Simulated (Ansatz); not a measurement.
## BN (P6_3mc), a film clamped to a substrate

Method: DFT PBE, scalar-relativistic, plane waves, PAW (Ansatz). Cutoff 420 eV, Γ-centred 12×12×6 k-points, Gaussian smearing of 0.05 eV. No spin polarisation. Energies are free energies at this smearing, counted from the undisturbed cell; pressure is positive in compression.

Zero of the scan (relaxed at this level; this wurtzite form isn't the usual structure):

```xyz
4
Lattice="2.5546 0.0000 0.0000 -1.2773 2.2123 0.0000 0.0000 0.0000 4.2245" Properties=species:S:1:pos:R:3 pbc="T T T"
B     1.2773    0.7374    4.2237
B     0.0000    1.4749    2.1114
N     1.2773    0.7374    2.6411
N     0.0000    1.4749    0.5289
```

The cell (4 atoms, V0 = 23.88 Å³) is strained by p along both x and y and by q along z, fractional coordinates fixed. τp = (1/V0) ∂E/∂p = (σxx + σyy)(1 + p)(1 + q) and τq = (1/V0) ∂E/∂q = σzz(1 + p)², with tension positive.

| p | q | ΔE (meV/atom) | τp (GPa) | τq (GPa) |
| --- | --- | --- | --- | --- |
| 0.000 | 0.000 | 0.00 | 0.05 | -0.01 |
| -0.015 | 0.000 | 9.16 | -33.43 | -1.80 |
| 0.015 | 0.000 | 8.51 | 29.80 | 1.69 |
| 0.000 | -0.015 | 4.39 | -1.77 | -16.00 |
| 0.000 | 0.015 | 4.07 | 1.72 | 14.30 |

Q: Get the second derivatives of the energy density.

A: Central differences give A = ∂τp/∂p = 2107 GPa (C11 + C22 + 2 C12), C = ∂τq/∂q = 1010 GPa (C33) and the cross term B = ∂τq/∂p = 116 GPa (C13 + C23); ∂τp/∂q = 116 GPa must equal B, and any difference shows higher-order terms. The ions are clamped.

Q: A film of this crystal grows with z along the normal on a substrate that imposes p. How does its thickness respond, and what does the misfit cost?

A: Count p and q from the stress-free cell. A free surface needs τq = 0, so q = −(B/C) p = -0.12 p. The energy density left is (A − B²/C) p²/2 = M p², with the biaxial modulus M = 1047 GPa; a misfit of 1 % costs 3.90 meV/atom, against 3.93 meV/atom if the thickness were held.

At p = 0.030 the energies along q are 46.8 (q = -0.030), 35.1 (q = -0.015), 32.6 (q = 0.000), 38.5 (q = 0.015), 51.8 (q = 0.030) meV/atom.

Q: Does the linear rule hold at this misfit?

A: A parabola through the lowest point and its neighbours has its minimum at q = -0.003, 32.5 meV/atom. With the stress left in the starting cell, τp0 and τq0, linear elasticity gives q = −(τq0 + Bp)/C = -0.003 and E = V0(τp0 p + τq0 q + Ap²/2 + Bpq + Cq²/2)/N = 35.2 meV/atom. The two agree within a tenth in energy.

Forces appear on the atoms along this scan, and letting them relax would lower the energy and soften the response.

Cost: 25 runs of about 1.2 core-minutes in all, on Intel Xeon Platinum 8259CL (Skylake/Cascade Lake) (shared hosts).

The film is stiff in both directions but couples them weakly: B is small beside A and C, so a free surface recovers very little of the misfit energy. This fits a tetrahedral network of short, strong sp³ B–N bonds. First-row atoms have no p shell in the core, which keeps the bonds compact and makes bending them costly as well as stretching them. Such a network resists changing its shape almost as much as its volume, hence the small Poisson contraction.

Compression costs more than equal tension along either axis, as expected when repulsion steepens at short distance and bonds weaken on stretching. The same anharmonicity explains why linear elasticity overestimates the energy at p = 0.030 yet still places the minimum thickness well: the misfit energy softens before the strain ratio changes noticeably. Internal relaxation would probably let bond angles share the strain and strengthen the thickness response, so the ratio of -0.12 likely understates the contraction. Whether a real film would stay coherent or relieve the misfit through dislocations remains open.
